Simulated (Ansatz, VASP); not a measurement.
## Al2O3 (Corundum): VASP beside Ansatz

File INCAR:

```
SYSTEM = Al2O3
PREC = Accurate
ENCUT = 520
EDIFF = 1E-7
ISMEAR = -1
SIGMA = 0.05
LREAL = .False.
LASPH = .True.
NELM = 100
ALGO = Normal
ISIF = 2
LWAVE = .False.
LCHARG = .False.
GGA = RE
IVDW = 13
NBANDS = 35
```

Contents of KPOINTS:

```
regular mesh
0
Gamma
  7 7 7
  0 0 0
```

Contents of POSCAR:

```
Al2O3
1.0
    2.3316598353      1.3461844335      4.2434364115
   -2.3316598353      1.3461844335      4.2434364115
    0.0000000000     -2.6923688671      4.2434364115
Al O
4 6
Direct
    0.8521600000      0.8521600000      0.8521600000
    0.6478400000      0.6478400000      0.6478400000
    0.1478400000      0.1478400000      0.1478400000
    0.3521600000      0.3521600000      0.3521600000
    0.0566800000      0.7500000000      0.4433200000
    0.7500000000      0.4433200000      0.0566800000
    0.4433200000      0.0566800000      0.7500000000
    0.9433200000      0.2500000000      0.5566800000
    0.2500000000      0.5566800000      0.9433200000
    0.5566800000      0.9433200000      0.2500000000
```

The input input.yaml:

```yaml
crystal:
  lattice:
    - [2.3316598353, 1.3461844335, 4.2434364115]
    - [-2.3316598353, 1.3461844335, 4.2434364115]
    - [0.0, -2.6923688671, 4.2434364115]
  atoms:
    - { symbol: Al, position: [0.85216, 0.85216, 0.85216] }
    - { symbol: Al, position: [0.64784, 0.64784, 0.64784] }
    - { symbol: Al, position: [0.14784, 0.14784, 0.14784] }
    - { symbol: Al, position: [0.35216, 0.35216, 0.35216] }
    - { symbol: O, position: [0.05668, 0.75, 0.44332] }
    - { symbol: O, position: [0.75, 0.44332, 0.05668] }
    - { symbol: O, position: [0.44332, 0.05668, 0.75] }
    - { symbol: O, position: [0.94332, 0.25, 0.55668] }
    - { symbol: O, position: [0.25, 0.55668, 0.94332] }
    - { symbol: O, position: [0.55668, 0.94332, 0.25] }
hamiltonian:
  xc: revpbe
  pseudopotentials: { kind: paw }
  dispersion: d4
kpoints:
  mp_grid: { grid: [7, 7, 7] }
scf:
  occupations: { method: fermi_dirac, width: 0.05 }
output:
  forces: true
  stress: true
  eigenvalues: true
```

Alike in both runs: task single point; functional revPBE; dispersion D4; k mesh 7 × 7 × 7; occupations fermi-dirac, width 0.05 eV; no spin polarisation.

|  | VASP | Ansatz |
| --- | --- | --- |
| version | VASP 6.6.1 | Ansatz 0.2.0 |
| potentials or method | VASP PAW PBE potentials, release 64 (Al, O) | Ansatz PAW |
| plane-wave cutoff (eV) | 520 | 420 |
| valence electrons in the cell | 48 | 48 |

|  | VASP | Ansatz | Ansatz less VASP |
| --- | --- | --- | --- |
| gap on the k mesh at the Fermi level (eV) | 7.09 | 7.08 | -0.007 |
| least direct gap on the mesh (eV) | 7.09 | 7.08 | -0.007 |
| pressure (GPa) | 17.4 | 17.9 | +0.54 |
| largest component of the traceless stress (GPa) | 1.33 | 1.34 | +0.011 |
| rms of the force components (eV/Å) | 0.048 | 0.048 | -0.0009 |
| dispersion energy (meV/atom) | -573.9 | -574.0 | -0.06 |

Atom by atom the forces differ by 0.003 eV/Å (rms over components). The functional is the same, so the differences come from potentials, cutoffs and numerics.

Caveats: so large a pressure means that the cell lies far from this level's equilibrium, or that cutoff or potentials fall short (VASP); the potentials were made for another functional, which shifts forces and pressure (VASP); an odd mesh through Γ misses points on the zone boundary, where band edges often lie (VASP); odd divisions of the mesh miss points on the zone boundary, where band edges often lie, so the gap on the mesh can be too wide (Ansatz); the pressure holds a Pulay correction of +0.9 GPa for the finite cutoff (Ansatz); the PAW data sets come from PBE, with cores solved anew for the run's functional, which leaves a small shift of forces and pressure (Ansatz). As with any semilocal functional, this revPBE gap is likely too small.
